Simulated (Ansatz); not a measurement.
System: GaN (P6_3mc).

The database entry behind the starting cell differs from later determinations by our own check (about 0.3 % short, ideal inner coordinate), so it need not match the best structure at ambient conditions.

It takes space group P6_3mc (No. 186, hexagonal). Conventional cell: a = 3.180 Å, b = 3.180 Å, c = 5.166 Å, α = 90.00°, β = 90.00°, γ = 120.00°. Nearest to Ga lie 4 N at 1.94 to 1.95 Å. N has 4 Ga at 1.94 to 1.95 Å nearest. Farther neighbours and most contacts between anions are not listed.

```xyz
4
Lattice="3.1800 0.0000 0.0000 -1.5900 2.7540 0.0000 0.0000 0.0000 5.1660" Properties=species:S:1:pos:R:3 pbc="T T T"
Ga    0.0000    1.8360    0.0000
Ga    1.5900    0.9180    2.5830
N     0.0000    1.8360    1.9373
N     1.5900    0.9180    4.5203
```

The cell and positions come from the Crystallography Open Database and are kept as given unless a step says otherwise. PAW set soft_2, made with PBE.

Gaps computed with Ansatz 0.2.0 without a self-energy: LDA 1.97 eV, PBE 1.96 eV, HSE06 3.23 eV and DDH-PBE0 3.30 eV. The mean ε∞ by PBE perturbation theory is 5.79.

What gap should G0W0 on PBE give (6×6×4 mesh, 290 empty bands, screening to 200 eV, default PAW files)?

About 3.12 eV: on its mesh the run moves the gap from 1.96 eV by +1.16 eV. Among the scalar-relativistic levels given, HSE06 is nearest (+0.11 eV). One-shot corrections scale roughly with one over ε∞, here 0.17. Bands and cutoff are finite, so the gap is not at the basis limit. The miss can reach some tenths of an eV and take either sign; the mesh is an error of its own. The many-body steps are scalar-relativistic: spin-orbit coupling is not in them.

[Paths, hosts, dates, memory and timing lines, banners, echoed tables and standing remarks are left out of the program output.]

[Logs are printed without paths, hosts, clocks, repeated set-up lines and the standing remarks that a program may print on its own settings, such as how far it seeks lower states.]

[Runs of the session that timed out or met a known fault of the program may be left out.]

[Cells called generated may have been cut or substituted from an entry of the Crystallography Open Database or the Materials Project.]

[Hosts, paths, dates, database ids (printed as entryN), source tags and the programs' standing remarks are cut or masked in the printed files.]
